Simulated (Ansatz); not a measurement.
# MgO: the cost of one run

Program: the Python package of Ansatz 0.2.0. Level of theory: DFT PBEsol, plane waves, PAW. These are calculated values, not measurements.

## Step 1: Starting point

It takes space group P6_3/mmc (No. 194, hexagonal). The conventional cell has a = 3.486 Å, b = 3.486 Å, c = 4.178 Å, α = 90.00°, β = 90.00°, γ = 120.00°. Mg (site symmetry -6m2) has 5 O at 2.01 to 2.09 Å as nearest neighbours. O (site symmetry -6m2) is surrounded by 5 Mg at 2.01 to 2.09 Å.

The script holds or builds the structure itself.

## Step 2: The script

Input file mgo.py:

```python
import ansatz as az
import numpy as np

VECTORS = np.array([
    [3.486378, 0.0, 0.0],
    [-1.743189, 3.019292, 0.0],
    [0.0, 0.0, 4.178041],
])
SITES = [
    ("Mg", (2 / 3, 1 / 3, 0.75)),
    ("Mg", (1 / 3, 2 / 3, 0.25)),
    ("O", (2 / 3, 1 / 3, 0.25)),
    ("O", (1 / 3, 2 / 3, 0.75)),
]


def build(cell):
    crystal = az.Crystal(lattice=az.Lattice.of(cell))
    for symbol, position in SITES:
        crystal = crystal.atom(symbol, position)
    return crystal


def main() -> None:
    volumes, energies, pressures = [], [], []
    for scale in np.linspace(0.9, 1.1, 9):
        cell = VECTORS * scale ** (1 / 3)
        calc = (
            build(cell).calculation()
            .functional("pbesol")
            .scf(tolerance=1e-10)
            .occupations("fixed")
            .basis(500)
            .kpoints(6, 6, 6)
            .stress()
        )
        r = calc.run(threads=1, backend="cpu").report
        volumes.append(abs(np.linalg.det(cell)) / len(SITES))
        energies.append(r["free_energy_ev"] / len(SITES))
        pressures.append(np.trace(r["stress_gpa"]) / 3)
        print(f"V = {volumes[-1]:8.4f} A^3/atom  F = {energies[-1]:.5f} eV/atom  P = {pressures[-1]:8.3f} GPa")

    x = np.array(volumes) ** (-2 / 3)
    poly = np.polynomial.Polynomial.fit(x, energies, 3).convert()
    roots = poly.deriv().roots()
    x0 = min((r.real for r in roots if abs(r.imag) < 1e-9 and poly.deriv(2)(r.real) > 0), key=lambda r: abs(r - x.mean()))
    v0 = x0 ** -1.5
    b0 = 4 / 9 * poly.deriv(2)(x0) * v0 ** (-7 / 3) * 160.21766
    b1 = 4 + 2 / 3 * x0 * poly.deriv(3)(x0) / poly.deriv(2)(x0)
    print(f"V0 = {v0:.4f} A^3/atom, B0 = {b0:.1f} GPa, dB/dP = {b1:.2f}")


if __name__ == "__main__":
    main()
```

## Step 3: The calls as engine input

The package turns the script's settings into the engine's input (first run):

```yaml
crystal:
  lattice:
    - [3.3660609497226064, 0.0, 0.0]
    - [-1.6830304748613032, 2.915094375024701, 0.0]
    - [0.0, 0.0, 4.03385423394709]
  atoms:
    - { symbol: Mg, position: [0.6666666666666666, 0.3333333333333333, 0.75] }
    - { symbol: Mg, position: [0.3333333333333333, 0.6666666666666666, 0.25] }
    - { symbol: O, position: [0.6666666666666666, 0.3333333333333333, 0.25] }
    - { symbol: O, position: [0.3333333333333333, 0.6666666666666666, 0.75] }
basis:
  ecutwfc: 500.0
kpoints:
  mp_grid:
    grid: [6, 6, 6]
hamiltonian:
  xc: pbesol
scf:
  convergence:
    dr2_threshold: 1.0e-10
  occupations:
    method: fixed
output:
  stress: true
```

## Step 4: The run

Launch:

```sh
python mgo.py
```

What time and memory should one allow on 1 thread of Intel Xeon 6975P-C (Granite Rapids), shared host?

About 6.7 s, with a peak of 0.39 GiB.
